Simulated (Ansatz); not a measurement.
Something may be wrong with this Ansatz 0.2.0 calculation of Pb.

Contents of input.yaml:

```yaml
crystal:
  lattice:
    - [3.0386068135, -1.75031996, 0.0]
    - [3.0386068135, 1.75031996, 0.0]
    - [-2.1154626375, 0.0, 6.0952248674]
  atoms:
    - { symbol: Pb, position: [0.90850841, 0.90850841, 0.7262922] }
    - { symbol: Pb, position: [0.09149159, 0.09149159, 0.2737078] }
hamiltonian:
  xc: pbesol
  pseudopotentials: { kind: paw }
kpoints:
  mp_grid: { grid: [9, 9, 5] }
scf:
  occupations: { method: fermi_dirac, width: 0.05 }
  max_iter: 2
output:
  forces: true
  stress: true
  eigenvalues: true
relax:
  f_tol: 0.01
  max_steps: 40
  cell: { stress_tol: 0.05 }
```

Potentials or basis: Ansatz PAW.

Command:

```bash
$ ansatz run input.yaml --threads 2 --pin off --max-ram 5632MiB --backend cpu --events-out ev --progress --plain --runs-dir out
```

Output:

```text
Warning: RAYON_NUM_THREADS=2 ignored (pool sized by the plan → 2); use --threads N
[... 23 lines left out ...]
Error: did not converge after 2 iterations: dr2 = 7.77e-4 (threshold 1.00e-7), under the density mixer `msr1`, which `scf.mixing.algorithm: auto` chose by the deck's other keys (type `scf.mixing.algorithm: msr1` to keep it); raise `scf.max_iter`, which need not help a stalled SCF, or adjust the mixing (`scf.mixing`) or, under a smearing, its width (`scf.occupations.width`, in either direction: another width is another result); this SCF holds its density and magnetisation to the symmetry operations that it keeps, and cannot end on a state that breaks one of them: if the state sought breaks one, re-run with `crystal.symmetry.detect: false`, without `crystal.symmetry.time_reversal: true`, on a non-collinear deck whose state breaks time reversal, with `crystal.symmetry.time_reversal: false` beside it (there exact exchange or a DFT+U term alone can polarise the run; a magnetic state wants starting moments), where the deck allows it (that run may end on another state, and need not converge either); this run sums exchange and correlation on more points than the dense box has (`basis.xc_grid`), where a deck that converges on the dense box may not converge: try another level (where the key is left out runs that use forces, runs that use the stress, dielectric runs by a finite field, finite-displacement phonons, runs of phonons.displacement_patterns under a GGA or a meta-GGA, phonons by method: dfpt, dielectric runs by the response, runs on support functions, runs on PAW files under a meta-GGA or a hybrid on one, runs at kind: all_electron or under a hybrid on a GGA, runs under a text's formulas of a gradient, and runs on PAW files that evaluate rPW86 or Becke's exchange or LYP's correlation can take a finer level, which can go by the root key accuracy; a number is taken as typed), or, where it is served, `1`, the dense box, on which forces and the stress change with where the atoms sit on the grid; a lower level also moves a field's Born charges, by the response (dielectric, § Limitations, in the input reference) or by a finite field; under a meta-GGA, try another mixer (`scf.mixing.algorithm: anderson` or `broyden`); mind that the stability of the state on which such a run converges can go unchecked at the default of `scf.lower_state_search`; see `basis.xc_grid`, Limitations — the other mixer that `auto` picks from is left to try (`scf.mixing.algorithm: broyden`); it can need more iterations, either can converge an SCF that the other leaves open, and the two can end on different states; the input reference at `scf.mixing.algorithm` says more, and from which start to try it
```

Problem. What happened, and what is wrong with the input?

Solution. The run did not converge. The input holds a flaw that was put in on purpose: too few SCF iterations.

A sound run on the same cell differs in these lines of the main input:
```diff
@@ -16 +15,0 @@
-  max_iter: 2
```
